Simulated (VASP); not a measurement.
A run of VASP 6.6.1:

INCAR

```
PREC = Accurate
ENCUT = 520
EDIFF = 1E-6
ISMEAR = -1
SIGMA = 0.02
LREAL = False
LASPH = True
NELM = 100
ALGO = Normal
ISIF = 2
LWAVE = False
LCHARG = False
GGA = PS
NBANDS = 11
```

File KPOINTS:

```
regular mesh
0
Gamma
  6 6 6
```

The input POSCAR:

```
AlN
1.0
    2.5854596279      0.0000000000      0.0000000000
    0.0000000000      2.5854596279      0.0000000000
    0.0000000000      0.0000000000      2.5854596279
Al N
1 1
Direct
    0.0000000000      0.0000000000      0.0000000000
    0.5000000000      0.5000000000      0.5000000000
```

Potentials or basis: VASP PAW PBE potentials, release 64 (Al, N).

Run with:

```bash
$ cat potpaw_PBE.64/Al/POTCAR potpaw_PBE.64/N/POTCAR > POTCAR
$ mpirun -np 1 vasp_std > vasp.out
```

Hardware: 1 thread of AMD EPYC 9R45 (Zen 5) (shared host).

Q: How long does it take, and how much memory?

A: Run time: 3.2 s on 1 thread of AMD EPYC 9R45 (Zen 5), with other jobs on the host, peak memory 0.08 GiB. Counts: scf iterations 13, k points 20.
